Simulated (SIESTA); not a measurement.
Crystal: TePb.

```
Pb Te
1.0
     0.00000    3.23100    3.23100
     3.23100    0.00000    3.23100
     3.23100    3.23100    0.00000
Pb Te
1 1
Direct
  0.00000 0.00000 0.00000
  0.50000 0.50000 0.50000
```

Base run:

```yaml
Program: SIESTA 5.4.2
Functional: PBE
Potentials_or_basis: PseudoDojo 0.4 standard (PBE files)
Basis: DZP (energy shift 0.002 Ry)
Grid_cutoff: 500 Ry
Energy_shift: 0.002 Ry
k_mesh: 7 × 7 × 7
Occupations: fermi-dirac, width 0.05 eV
Spin: no spin polarisation
```

Its results: pressure 3.0 GPa.

**Question.** After a change of settings the same cell gave: pressure 6.1 GPa. Which change was it?
A. potentials or basis from PseudoDojo 0.4 standard (PBE files) to PseudoDojo 0.4 stringent (PBE files); valence electrons from 30 to 46
B. basis from DZP (energy shift 0.002 Ry) to TZDP (energy shift 0.002 Ry)
C. functional from PBE to OLYP; basis from DZP (energy shift 0.002 Ry) to DZP (energy shift 0.002 Ry; radii capped at 9.5 bohr)
D. functional from PBE to BLYP

**Answer.** D.

BLYP binds less tightly than PBE, so the same cell stands under more pressure.

Caveats: semicore shells carry a single zeta, which can move pressures by several GPa and volumes by a few percent; the basis of atomic orbitals isn't converged, which shifts pressures, moduli and gaps; the potentials were made for another functional, which shifts forces and pressure (some runs).

Not every run made on this cell is shown here.
